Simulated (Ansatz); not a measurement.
MgSi in Ansatz: the effect of target pressure

The system is MgSi.

```
Si Mg
1.0
     1.50251   -5.42602    0.00000
     1.50251    5.42602    0.00000
     0.00000    0.00000    4.34018
Si Mg
2 2
Direct
  0.57064 0.42936 0.75000
  0.42936 0.57064 0.25000
  0.16838 0.83162 0.25000
  0.83162 0.16838 0.75000
```

The cell comes from a database or a generator and needn't be the stable form of this composition.

Alike in all runs:

- Program: Ansatz 0.2.0
- Task: relaxation of cell and atoms
- Functional: PBEsol
- Potentials or basis: Ansatz PAW
- Cutoff: 420 eV (not typed: the program's choice for these potentials)
- k mesh: 9 × 9 × 6
- Occupations: fermi-dirac, width 0.05 eV
- Spin: no spin polarisation

Each run relaxes the cell or the atoms first.

| target pressure | relaxed volume (Å³/atom) |
| --- | --- |
| 0 GPa | 17.34 |
| 2 GPa | 16.80 |
| 5 GPa | 16.15 |
| 10 GPa | ? |
| 20 GPa | 14.04 |
| 30 GPa | 13.18 |

Task: What does the run with target pressure 10 GPa give?

Result: Relaxed volume 15.28 Å³/atom.

Worked out: In Murnaghan's law V^(-B') rises as a straight line in P. The other rows fit best with B' = 3.9, V0 = 17.33 Å³/atom and B0 = 61 GPa, which gives 15.28 Å³/atom at 10 GPa, against the run's 15.28.

Caveats: the plane-wave basis is chosen anew once the cell has moved, so the energies of steps on either side of that aren't comparable; the PAW data sets come from PBE, with cores solved anew for the run's functional, which leaves a small shift of forces and pressure; the volume moved by over 15 % at a fixed basis, so the end points are rough (some runs).
